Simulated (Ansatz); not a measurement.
**Relaxing Re**

All numbers below come from DFT PBEsol, scalar-relativistic, plane waves, PAW (Ansatz 0.2.0). (420 eV cutoff, 20×20×20 k-mesh, Gaussian smearing of 0.10 eV, no spin polarisation)

What was changed in W: W → Re on all its sites, cell and atoms relaxed.

Spin–orbit coupling is left out, which can shift energies with elements as heavy as these.

Command:

```bash
ansatz run input.yaml --threads 1 --pin off --max-ram 2560MiB --backend cpu --events-out ev --progress --plain --runs-dir out
```

Input:

```yaml
crystal:
  lattice:
    - [-1.5418587319, 1.5418587319, 1.5418587319]
    - [1.5418587319, -1.5418587319, 1.5418587319]
    - [1.5418587319, 1.5418587319, -1.5418587319]
  atoms:
    - { symbol: Re, position: [0.0, 0.0, 0.0] }
basis:
  ecutwfc: 420
kpoints:
  mp_grid: { grid: [20, 20, 20] }
hamiltonian:
  xc: pbesol
scf:
  occupations: { method: gaussian, width: 0.1 }
output:
  forces: true
  stress: true
  eigenvalues: true
relax:
  adjacent_minimum: "off"
  f_tol: 0.01
  max_steps: 60
  cell: { stress_tol: 0.1 }
```

F is the free energy. Steps run on the plane waves of an earlier cell, but the last one, and at times one on the way, on a freshly chosen basis, so a repeated geometry can differ a little in energy.

Steps:

```tsv
step	F − F(1) (eV)	largest force component (eV/Å)	V (Å³/atom)	P (GPa)
1	0.0000	0.000	14.662	0.48
2	0.0002	0.000	14.722	-1.07
3	0.0000	0.000	14.681	0.00
4	0.0000	0.000	14.681	0.00
```

Relaxed structure:

```yaml
crystal:
  lattice:
    - [-1.54251, 1.54251, 1.54251]
    - [1.54251, -1.54251, 1.54251]
    - [1.54251, 1.54251, -1.54251]
  atoms:
    - { symbol: Re, position: [0.00000, 0.00000, 0.00000] }
```

It takes space group Im-3m (No. 229, cubic). The conventional cell has a = 3.085 Å, b = 3.085 Å, c = 3.085 Å, α = 90.00°, β = 90.00°, γ = 90.00°. Around Re (site symmetry m-3m) lie 8 Re at 2.67 Å.

The run converged. It took 11 s on 1 thread of Intel(R) Xeon(R) Platinum 8488C (Sapphire Rapids), on a shared host, peak memory 0.37 GiB.